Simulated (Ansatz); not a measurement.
Crystal: CuO.

```
Cu O
1.0
     0.18960   -2.17229   -2.04314
    -2.01972    0.10630   -1.95984
     2.38320    2.28584   -4.38944
Cu O
2 2
Direct
  0.45623 0.53069 0.48541
  0.97428 0.98587 0.02436
  0.80166 0.74472 0.73928
  0.26782 0.23873 0.25095
```

The cell comes from a database or a generator and needn't be the stable form of this composition.

The cell isn't the ideal one: all atoms moved at random, sigma 0.1 Å a component, cell strained at random, sigma 0.1.

Base run:

| Property | Result |
| --- | --- |
| Program | Ansatz 0.2.0 |
| Functional | r2SCAN |
| Potentials or basis | Ansatz PAW |
| Cutoff | 500 eV |
| Density cutoff | 2000 eV |
| k mesh | 10 × 10 × 5 |
| Occupations | fermi-dirac, width 0.05 eV |
| Spin | no spin polarisation |
| Hubbard terms | Cu d U = 5 eV |

Its results: band gap on the k mesh none (metal or under the smearing width); pressure -8.1 GPa; largest force 1.622 eV/Å.

The run is repeated on the same cell with these changes: hubbard terms from Cu d U = 5 eV to Cu d U = 1 eV. What comes out?

Band gap on the k mesh none (metal or under the smearing width); pressure -10.4 GPa; largest force 1.647 eV/Å.

Caveats: the run has no spin polarisation, though such a crystal can be magnetic; U without spin polarisation on a metal has little footing; the PAW data sets come from PBE, with cores solved anew for the run's functional, which leaves a small shift of forces and pressure; forces of over 1 eV/Å show positions far from the minimum, so gaps and moduli don't describe the material at rest.

Not every run made on this cell is shown here.
